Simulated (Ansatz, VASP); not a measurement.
## Two plane-wave programs on Se

The input INCAR:

```
SYSTEM = Se
ALGO = Normal
EDIFF = 1E-7
ENCUT = 520
GGA = PE
ISIF = 2
ISMEAR = 0
LASPH = .TRUE.
LCHARG = .FALSE.
LREAL = .FALSE.
LWAVE = .FALSE.
NBANDS = 9
NELM = 100
PREC = Accurate
SIGMA = 0.1
```

File KPOINTS:

```
k-points
0
G
  18 18 18
  0 0 0
```

File POSCAR:

```
Se
1.0
   -1.7312659308      1.7312659308      1.7312659308
    1.7312659308     -1.7312659308      1.7312659308
    1.7312659308      1.7312659308     -1.7312659308
Se
1
Direct
    0.0000000000      0.0000000000      0.0000000000
```

Input for Ansatz:

```yaml
crystal:
  lattice:
    - [-1.7312659308, 1.7312659308, 1.7312659308]
    - [1.7312659308, -1.7312659308, 1.7312659308]
    - [1.7312659308, 1.7312659308, -1.7312659308]
  atoms:
    - { symbol: Se, position: [0.0, 0.0, 0.0] }
basis:
  ecutwfc: 420
kpoints:
  mp_grid: { grid: [18, 18, 18] }
hamiltonian:
  xc: pbe
scf:
  occupations: { method: gaussian, width: 0.1 }
output:
  forces: true
  stress: true
  eigenvalues: true
```

Alike in both runs: task single point; functional PBE; k mesh 18 × 18 × 18; occupations gaussian, width 0.1 eV; no spin polarisation.

|  | VASP | Ansatz |
| --- | --- | --- |
| version | VASP 6.6.1 | Ansatz 0.2.0 |
| potentials or method | VASP PAW PBE potentials, release 64 (Se) | scalar-relativistic, plane waves, PAW |
| plane-wave cutoff (eV) | 520 | 420 |
| valence electrons in the cell | 6 | 16 |

```tsv
	VASP	Ansatz	Ansatz less VASP
gap on the k mesh at the Fermi level (eV)	none	none	-
pressure (GPa)	-1.3	-1.4	-0.01
```

A gap of «none» marks a metal or a gap that the smearing closes. With one functional, cell and mesh, what is left measures potentials, basis and numerics. The two sets of potentials don't hold the same shells in valence.
